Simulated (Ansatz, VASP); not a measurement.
**CdS in VASP and in Ansatz**

```xyz
2
Lattice="0.0000 2.6844 2.6156 2.6844 0.0000 2.6156 2.6844 2.6844 0.0000" Properties=species:S:1:pos:R:3 pbc="T T T"
Cd    0.0000    0.0000    0.0000
S     2.6844    2.6844    2.6156
```

Change from the starting cell: strain -0.025 along x and y, -0.050 along z, atoms carried along.

Alike in both runs: task single point; functional PBE; k mesh 10 × 10 × 10; occupations gaussian, width 0.03 eV; no spin polarisation.

```csv
,VASP,Ansatz
version,VASP 6.6.1,Ansatz 0.2.0
potentials or method,"VASP PAW PBE potentials, release 64 (Cd, S)","scalar-relativistic, plane waves, PAW"
plane-wave cutoff (eV),520,420
valence electrons in the cell,18,26
```

```tsv
	VASP	Ansatz	Ansatz less VASP
gap on the k mesh at the Fermi level (eV)	0.07	0.08	+0.008
least direct gap on the mesh (eV)	2.20	2.23	+0.031
pressure (GPa)	9.4	8.8	-0.60
largest component of the traceless stress (GPa)	2.33	2.24	-0.094
```

The two sets of potentials don't hold the same shells in valence.
